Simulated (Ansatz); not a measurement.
What a trial cell of Rb relaxes into

The calculation used Ansatz 0.2.0, DFT PBE, scalar-relativistic, plane waves, PAW. Cutoff 420 eV, Γ-centred k mesh, Gaussian smearing, no spin polarisation in the final step.

A relaxed cell is given with its space group left out.

```
Rb
1.0
     2.48688    1.43580   25.03330
    -2.48688    1.43580   25.03330
     0.00000   -2.87160   25.03330
Rb
4
Cartesian
  0.0000 0.0000 2.3160
  0.0000 0.0000 72.7839
  0.0000 0.0000 18.5939
  0.0000 0.0000 56.5060
```

Energies count from the standard state of Rb at the same level.

Q: What space group does it have?

A: R-3m (No. 166). Conventional cell: a = 4.974 Å, c = 75.100 Å. Around Rb on Wyckoff site c (2 atoms of the primitive cell) lie 1 Rb at 4.63 Å and 9 Rb at 4.97–5.02 Å; Rb on Wyckoff site c (2 atoms of the primitive cell) has 9 Rb at 4.97–5.02 Å.

Q: How far above the standard state of Rb does it lie?

A: 0.07 eV/atom.

Q: Is it a metal?

A: Yes, bands cross the Fermi level on the 12×12×12 mesh.

The final run used a 12×12×12 mesh on its 4-atom cell and 0.10 eV smearing. For metals, differences of a few meV/atom aren't resolved. Weakly bound directions are ill-defined at this level, which has no dispersion term. The cell came from a trial start, so Rb may not exist in this structure.